An oxide with the formula SrSn₂O₃ can be built in many ways, and the six listed here are spread over 1851 meV per atom in energy. The table ranks them by energy over the lowest form listed, from a density-functional calculation that relaxed each cell but kept its starting symmetry. "Closest atoms" is the shortest distance between any two atoms.

SrSn₂O₃ computed with Ansatz 0.2.0 using the PBE functional, scalar-relativistic PAW and a 420 eV plane-wave cutoff, without spin polarisation or a dispersion correction. Cell and atoms were relaxed within the symmetry of each starting structure. Energies are extrapolated to zero Gaussian smearing.

```
space group number       found from  atoms in cell  volume per atom (Å³)  closest atoms (Å)  energy over the lowest form listed (meV/atom)
               183  swapped species              6                 29.07              2.070                                              0
               164  swapped species              6                 16.81              2.090                                            293
               191  swapped species              6                 17.94              2.430                                            612
               191     random sites              6                 31.27              1.980                                            939
               139     random sites              6                 18.20              2.350                                           1002
               191     random sites              6                 31.59              2.350                                           1851
```

1. Do density or a short bond pick out the best structure?

Neither does. The first row is an open structure with 29.07 Å³ per atom, but the last row, 1851 meV per atom higher, is more open still. The shortest contact of the table, 1.98 Å, belongs to the fourth row. What matters is which atoms touch, and how many such contacts each atom has. The occupied sites, the cell edges and the shortest contact are enough to count the close tin–oxygen neighbours without any adjusted constant; the counts and distances are printed after this text.

2. What does the first row do well?

In the first row every tin atom has three oxygen atoms at 2.07 Å, all on the same side. Tin is the tip of a low pyramid and has no close oxygen above it. The charges balance as one Sr²⁺, two Sn²⁺ and three O²⁻, and Sn²⁺ keeps two outer s electrons. In a lopsided site these can mix with the empty p states of tin, helped by the p states of oxygen, and move to the open side as a lone pair, which lowers the energy. This is well-known chemistry of divalent tin, and it helps to explain why a good structure may contain so much empty space. The geometry fits it, though no electron density was examined to show the pair itself.

3. The second row has nearly the same shortest contact, so why is it higher?

Its 2.09 Å contact is again between tin and oxygen, but each tin has only one of them. The next oxygen atoms are at least 2.7 Å away, where a bond to tin is much weaker. The second form is compact, yet it lies 293 meV per atom above the first, or about 1.8 eV for each SrSn₂O₃ unit. Fewer strong bonds per tin is the likely reason, although the calculation gives only total energies and doesn't split them into bonds.

4. What would change if dispersion were switched on?

Dispersion is the weak attraction between all atoms, and these runs leave most of it out. It favours structures in which many atoms are near each other. The first row takes up 1.7 times the volume of the second, so it would gain less, and its lead would probably shrink. By how much is not known, because neither form was run with the correction. Dispersion would also be expected to draw the layers of the first row closer together, so part of its large volume may come from leaving this attraction out. The lead is best read as "a few tenths of an eV per atom before that correction", not as a firm 293 meV.

5. Tin in the third row has six oxygen neighbours. Why is that worse than three?

The third row is the symmetric parent of the first: the same kinds of sites are filled, but tin is held exactly midway between two oxygen layers. It then has six equal neighbours at 2.43 Å, each 0.36 Å farther off than the three in the first row. A site that looks the same above and below also denies the lone pair its open side. The energy is 612 meV per atom higher.

That difference is probably not the price of the lone pair alone. Strontium is badly placed too, since its nearest oxygen atoms in the third row are about 3.5 Å away, while roughly 2.6 Å is usual in oxides. In the first row they can be as near as about 2.9 Å. That would need strontium to lie close to the oxygen layer, which is expected, but its height is not listed. The same defect helps to explain why this form lies above the second row, where strontium has oxygen at about 2.7 Å. A count of tin–oxygen bonds alone would have put these two rows in the wrong order.

The third row also shows how a relaxation can mislead. All its atoms sit on sites fixed by symmetry, so the forces on them vanish whether or not the structure is stable. A run that starts there and keeps its symmetry can never reach the first row. Zero force is therefore no sign of a minimum here.

6. What goes wrong in the lower half of the table?

In the last three rows oxygen atoms are crowded against each other. Their nearest distance is about 2.4 Å, against 2.7 Å or more in the first three rows. Two oxide ions in ordinary contact are roughly 2.8 Å apart, and pushing these negative ions closer costs energy. These three forms, like the third row, have no band gap in the calculation, so the picture of complete ions is only a rough one for them. The distances come from cell edges that miss the final volumes by up to 6%, but the two groups stay apart even if the whole volume change is put into the plane of the oxygen atoms.

The second and fourth rows show the effect of a poor arrangement most plainly. In both, tin has a single close oxygen, and in the fourth row that bond is even the shorter one. Yet the fourth row lies 646 meV per atom higher (939 − 293). Besides the crowding, its tin has lost the more distant oxygen neighbours that the second row still offers, so at least two causes act together and the table can't separate them.

7. Why is there such a large jump to the last row?

The nearest oxygen atoms are about equally far apart in the fifth and sixth rows, but the sixth has more of these close pairs: six for each SrSn₂O₃ unit against four. Crowding may therefore add to the 849 meV per atom between them. The plainest difference, though, is in the tin. In the fifth row each tin has two oxygen atoms at 2.35 Å; in the sixth it has none within bonding reach. This follows from the table and a right angle. Tin sits straight above strontium, and the oxygen atoms lie around strontium in the plane below. No two atoms are closer than 2.35 Å, so both legs of the triangle are at least that long:

Sn–O distance ≥ √(2.35² + 2.35²) Å ≈ 3.3 Å

At that distance tin and oxygen are hardly bonded. The result is a structure about 0.36 eV per atom above the separate elements, which is remarkable for an oxide of two metals that both give off much heat when they combine with oxygen. Every other row lies below the elements.

The rows together suggest a rule for judging a new candidate before any calculation, though it has not been tested on other structures. Each tin should have several close oxygen atoms on one side, strontium should have oxygen within normal reach, and the oxygen atoms should keep their distance from each other. The first row meets the conditions on tin and on oxygen spacing, and the last row fails both. On strontium even the first row is not ideal, with no oxygen nearer than about 2.9 Å. For the rows between, the rule tells what is wrong but not how much it costs: it would not have predicted that the fourth and fifth rows differ by only 63 meV per atom.

8. Could the first row be made in a furnace?

Being the lowest of six is not enough, because a real sample can also separate into simpler oxides:

SrSn₂O₃ → SrO + 2 SnO

Rough recalled heats of formation are −6.1 eV for one SrO and −2.9 eV for one SnO. Shared among the six atoms, the mixture lies at

(−6.1 − 2 × 2.9) eV / 6 ≈ −2.0 eV per atom

relative to the elements. The first row reaches only −1.5 eV per atom on the same scale, which points towards decomposition.

This comparison sets measured heats against a calculation, and the two are not on equal terms. The functional used here, without corrections, makes oxides look too weakly bound against oxygen gas, by some tenths of an eV per atom in a case like this. That error could cover much of the gap of 0.5 eV. A fair test needs SrO and SnO computed in the same way, so that most of the error cancels. It should also include other mixtures with the same overall composition, such as SrSnO₃ and tin metal, which may well lie lower still.

The first row may also not be the best that its own building principle allows. Its symmetry makes the two tin atoms equivalent and keeps both on the same side of the oxygen layer. With lower symmetry one could sit above the layer and one below. A larger cell could also turn every second layer over, and neighbouring layers could slide past each other. Whether any such arrangement falls below all the competing mixtures is the question that the table leaves open.

Numerical output:

```
Structures in table order:
  row  short Sn-O per Sn  O-O from listed edges (A)  O-O if volume change in plane (A)  energy over elements (eV/atom)  step from row before (meV/atom)
  183                  3                      2.861                              2.945                          -1.495                              n/a
  164                  1                      2.694                              2.696                          -1.202                              293
  191                  6                      3.051                              3.054                          -0.883                              319
  191                  1                      2.367                              2.433                          -0.556                              327
  139                  2                      2.422                              2.416                          -0.493                               63
  191                  0                      2.352                              2.367                           0.356                              849
Largest mismatch of listed edges and final volume (%): 5.948
Volume of row 1 over row 2: 1.729
Volume of row 1 over row 3: 1.62
Row 2 above row 1 per formula unit (eV): 1.758
Shortest contact, row 3 less row 1 (A): 0.36
Sr-O distance in row 3 (A): 3.476
Next oxygen of tin in row 2, at least (A): 2.694
Sn-O distance in row 6, at least (A): 3.323
Smallest step between neighbouring rows (meV/atom): 63
Smearing correction in row 6 (meV/atom): 3.517
SrO + 2 SnO over the elements, rough recalled heats (eV/atom): -1.986
```
